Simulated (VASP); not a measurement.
Runs of VASP 6.6.1 on CdO (Monteponite). It takes space group Fm-3m (No. 225, cubic). The conventional cell has a = 4.699 Å, b = 4.699 Å, c = 4.699 Å, α = 90.00°, β = 90.00°, γ = 90.00°. Cd (site symmetry m-3m) is surrounded by 6 O at 2.35 Å. O (site symmetry m-3m) is surrounded by 6 Cd at 2.35 Å. 

```tsv
task	level	potentials or basis	spin	cell	k mesh	cutoff (eV)	grid for exact exchange (PRECFOCK)	exchange at q = 0	mesh quality	gap on the mesh (eV)	pressure (GPa)
relaxation of cell and atoms	PBEsol	VASP PAW PBE potentials, release 64 (Cd, O)	off	relaxed	12 × 12 × 12	600	-	-	not flagged	none	0.0
band structure	PBE	VASP PAW PBE potentials, release 64 (Cd, O)	off	Fm-3m, 13.02 Å³/atom	6 × 6 × 6	520	Fast	-	coarse	-	7.1
band structure	PBE	VASP PAW PBE potentials, release 64 (Cd, O)	off	Fm-3m, 13.02 Å³/atom	12 × 12 × 12	520	-	-	not flagged	-	7.0
band structure	PBE	VASP PAW PBE potentials, release 64 (Cd, O)	SOC, no magnetisation	Fm-3m, 13.02 Å³/atom	12 × 12 × 12	520	-	-	not flagged	-	7.0
optical spectrum	PBE	VASP PAW PBE potentials, release 64 (Cd, O)	off	Fm-3m, 13.02 Å³/atom	12 × 12 × 12	520	-	-	not flagged	none	7.0
band structure	PBE0	VASP PAW PBE potentials, release 64 (Cd, O)	off	Fm-3m, 13.02 Å³/atom	6 × 6 × 6	520	Fast	truncated	not flagged	(a)	1.5
band structure	LDA	VASP PAW LDA potentials, release 64 (Cd, O)	off	Fm-3m, 13.02 Å³/atom	12 × 12 × 12	520	-	-	not flagged	-	(b)
band structure	TB-mBJ	VASP PAW PBE potentials, release 64 (Cd, O)	off	Fm-3m, 13.02 Å³/atom	12 × 12 × 12	520	-	-	not flagged	1.42	-
```

Alike in all rows: smearing gaussian 0.03 eV.

Problem. Estimate the missing entries.

Solution. (a) 1.55; (b) -4.8.

Caveats: some runs use coarse meshes; this crystal is a semiconductor, whose small gap the functional closes, so the metal is an error of the method (some runs); the PAW data sets were made with another functional, which shifts forces and pressure a little (some runs); independent-particle spectra lack excitons (some runs); the intraband (Drude) part of a metal's response may be missing (some runs).

A k mesh can miss the band edges, and rows without SOC leave out spin-orbit coupling on Cd.

A gap of «none» marks a metal or a gap under the smearing width.
